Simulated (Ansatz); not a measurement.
# Pt: the cost of one run

Method: DFT PBE, scalar-relativistic, plane waves, PAW, in Ansatz 0.2.0.

### 1 Starting point

It takes space group P-3m1 (No. 164, trigonal). Conventional cell: a = 2.775 Å, b = 2.775 Å, c = 28.593 Å, α = 90.00°, β = 90.00°, γ = 120.00°. Around Pt (site symmetry 3m) lie 9 Pt at 2.77 Å. Pt (site symmetry 3m) has 12 Pt at 2.77 Å as nearest neighbours. Pt (site symmetry -3m) has 12 Pt at 2.77 Å as nearest neighbours.

As a file:

```cif
data_structure
_symmetry_space_group_name_H-M 'P 1'
_symmetry_Int_Tables_number 1
_cell_length_a 2.7747
_cell_length_b 2.7747
_cell_length_c 28.5931
_cell_angle_alpha 90.000
_cell_angle_beta 90.000
_cell_angle_gamma 60.000
_cell_volume 190.64
loop_
_atom_site_label
_atom_site_type_symbol
_atom_site_fract_x
_atom_site_fract_y
_atom_site_fract_z
_atom_site_occupancy
Pt1 Pt 0.00000 0.00000 0.26230 1
Pt2 Pt 0.33333 0.33333 0.34153 1
Pt3 Pt 0.66667 0.66667 0.42077 1
Pt4 Pt 0.00000 0.00000 0.50000 1
Pt5 Pt 0.33333 0.33333 0.57923 1
Pt6 Pt 0.66667 0.66667 0.65847 1
Pt7 Pt 0.00000 0.00000 0.73770 1
```

### 2 Relaxing the atoms: Pt7 slab, no spin

input.yaml reads:

```yaml
crystal:
  lattice:
    - [2.7746870094, 0.0, 0.0]
    - [1.3873435047, 2.4029494377, 0.0]
    - [0.0, 0.0, 28.5931347378]
  atoms:
    - { symbol: Pt, position: [0.0, 0.0, 0.262300726] }
    - { symbol: Pt, position: [0.3333333333, 0.3333333333, 0.3415338173] }
    - { symbol: Pt, position: [0.6666666667, 0.6666666667, 0.4207669087] }
    - { symbol: Pt, position: [0.0, 0.0, 0.5] }
    - { symbol: Pt, position: [0.3333333333, 0.3333333333, 0.5792330913] }
    - { symbol: Pt, position: [0.6666666667, 0.6666666667, 0.6584661827] }
    - { symbol: Pt, position: [0.0, 0.0, 0.737699274] }
scf:
  occupations: { method: gaussian, width: 0.1 }
output:
  forces: true
  stress: false
  efg: {}
  write_density: true
  write_potential: true
  elf: true
  volumetric_format: npy
hamiltonian:
  xc: pbe
efield:
  axis: 3
  dipole_correction: true
kpoints:
  mp_grid: { grid: [16, 16, 1] }
relax:
  f_tol: 0.01
```

The run is started by

```console
$ ansatz run input.yaml --threads 8 --pin off --max-ram 20480MiB --backend cpu --events-out ev --progress --plain --runs-dir out
```

**Question.** How long does this run take on 8 threads of Arm Neoverse V1, shared host, and how much memory does it need?

About 26 s, with a peak of 1.2 GiB.
